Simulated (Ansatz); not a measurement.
A computed series for GeO2: carrier doping

The parent structure is GeO₂ in the rutile structure (space group P4_2/mnm, No. 136; a = 4.4875 Å, c = 2.9050 Å).

Carriers are added at fixed cell with a uniform background; the Fermi–Dirac width is that of 300 K.

Level of theory: plane-wave PAW DFT at the PBE level (Ansatz, a first-principles code, 420 eV), no SOC.

Notes on the quantities. Fermi level from band edge: Fermi level relative to the doped band's edge (positive inside the band; to 0.05 eV).

```json
[
 {"hole density (10^21 cm⁻³)": "3", "Fermi level from band edge (eV)": "0.40"},
 {"hole density (10^21 cm⁻³)": "5", "Fermi level from band edge (eV)": "?"},
 {"hole density (10^21 cm⁻³)": "7", "Fermi level from band edge (eV)": "0.60"},
 {"hole density (10^21 cm⁻³)": "20", "Fermi level from band edge (eV)": "0.80"}
]
```

**Question.** Fit E_F = C n^s, fitted as a line in log–log form (a parabolic band gives s = 2/3) to the rows shown and predict the withheld row.

**Answer.** Least squares on the printed values gives C = 0.28 eV, s = 0.36 (largest residual 0.04 eV); this predicts 0.50 eV, and the run gives 0.50 eV, in agreement.

Charged cell with a jellium background: band edges are those of the host's band count, energies are not comparable with the neutral cell, and many-body gap narrowing is missing. Whether these cells are dynamically stable was not tested.
